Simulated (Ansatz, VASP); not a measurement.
One calculation of As, two programs

The input INCAR:

```
SYSTEM = As
PREC = Accurate ; ENCUT = 520
EDIFF = 1E-7 ; ISMEAR = 0
SIGMA = 0.02 ; LREAL = .False.
LASPH = .True. ; NELM = 80
ALGO = Normal ; ISIF = 2
LWAVE = .False. ; LCHARG = .False.
GGA = PS ; NBANDS = 12
```

File KPOINTS:

```
Automatic mesh
0
Gamma
  9 9 9
  0 0 0
```

Contents of POSCAR:

```
As
1.0
    1.8807968987      1.0858785957      3.5140619945
   -1.8807968987      1.0858785957      3.5140619945
    0.0000000000     -2.1717571915      3.5140619945
As
2
Direct
    0.2260000000      0.2260000000      0.2260000000
    0.7740000000      0.7740000000      0.7740000000
```

The input input.yaml:

```yaml
crystal:
  lattice:
    - [1.8807968987, 1.0858785957, 3.5140619945]
    - [-1.8807968987, 1.0858785957, 3.5140619945]
    - [0.0, -2.1717571915, 3.5140619945]
  atoms:
    - { symbol: As, position: [0.226, 0.226, 0.226] }
    - { symbol: As, position: [0.774, 0.774, 0.774] }
kpoints:
  mp_grid: { grid: [9, 9, 9] }
scf:
  occupations: { method: gaussian, width: 0.02 }
hamiltonian:
  xc: pbesol
  pseudopotentials: { kind: all_electron, lapw: { basis_error: 0.001 } }
output:
  forces: true
  stress: true
  eigenvalues: true
```

Alike in both runs: task single point; functional PBEsol; k mesh 9 × 9 × 9; occupations gaussian, width 0.02 eV; no spin polarisation.

```csv
,VASP,Ansatz
version,VASP 6.6.1,Ansatz 0.2.0
potentials or method,"VASP PAW PBE potentials, release 64 (As)","all-electron LAPW, scalar-relativistic"
plane-wave cutoff (eV),520,see its input
```

VASP gave:

```
gap on the k mesh at the Fermi level (eV)       : none
pressure (GPa)                                  : 0.7
largest component of the traceless stress (GPa) : 0.47
rms of the force components (eV/Å)              : 0.255
```

Estimate Ansatz's values.

gap on the k mesh at the Fermi level (eV): none; pressure (GPa): 0.3; largest component of the traceless stress (GPa): 0.35; rms of the force components (eV/Å): 0.214.

Atom by atom the forces differ by 0.042 eV/Å (rms over components). A gap of «none» marks a metal or a gap that the smearing closes. Ansatz ran all-electron here, so the differences hold the error of VASP's frozen core and of both bases.

Caveats: the PAW data sets were made with another functional, which shifts forces and pressure a little (VASP).
